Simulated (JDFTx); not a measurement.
Runs of JDFTx 1.7.0 (patched build) on GaN. The structure is cubic, space group F-43m (No. 216). The conventional cell has a = 4.507 Å, b = 4.507 Å, c = 4.507 Å, α = 90.00°, β = 90.00°, γ = 90.00°. Around Ga (site symmetry -43m) lie 4 N at 1.95 Å. N (site symmetry -43m) is surrounded by 4 Ga at 1.95 Å. The cell is a database's computed one.

| task | level | potentials or basis | k mesh | cutoff (eV) | max SCF steps | SCF threshold on the energy | solver of the electrons | further solve for the empty bands | band ratio of the Davidson solver | mesh quality | gap on the mesh (eV) | pressure (GPa) |
| --- | --- | --- | --- | --- | --- | --- | --- | --- | --- | --- | --- | --- |
| single point | r2SCAN | SG15-PBE-1.2 | 10 × 10 × 10 | 1088 | 100 | 1e-09 Ha | scf | yes | - | not flagged | (b) | -3.5 |
| single point | PBEsol | PseudoDojo-SR-PBEsol-0.4.1-standard | 10 × 10 × 10 | 1143 | 100 | 1e-09 Ha | scf | yes | - | not flagged | 1.71 | -0.9 |
| single point | LDA | PseudoDojo-SR-LDA-0.4.1-standard | 10 × 10 × 10 | 1143 | 100 | 1e-09 Ha | scf | yes | - | not flagged | 1.77 | -6.8 |
| single point | HSEsol | PseudoDojo-SR-PBE-0.5-standard | 3 × 3 × 3 | 980 | 100 | 1e-07 Ha | scf | yes | - | coarse | (a) | - |

Alike in all rows: no spin polarisation; cell as given; smearing fermi-dirac 0.05 eV.

Problem. Fill in the values left out.

Solution. (a) 2.71; (b) 1.87.

Caveats: some runs use coarse meshes; the potentials were made for another functional, which shifts forces and pressure (some runs); the empty levels aren't tightly converged (some runs); versions of the library of functionals differ on this one, in energies and forces (some runs); the hybrid runs on potentials with a model core (some runs).

A k mesh can miss the band edges, and the runs leave out spin-orbit coupling on Ga.

Runs at the PBE level aren't shown here.
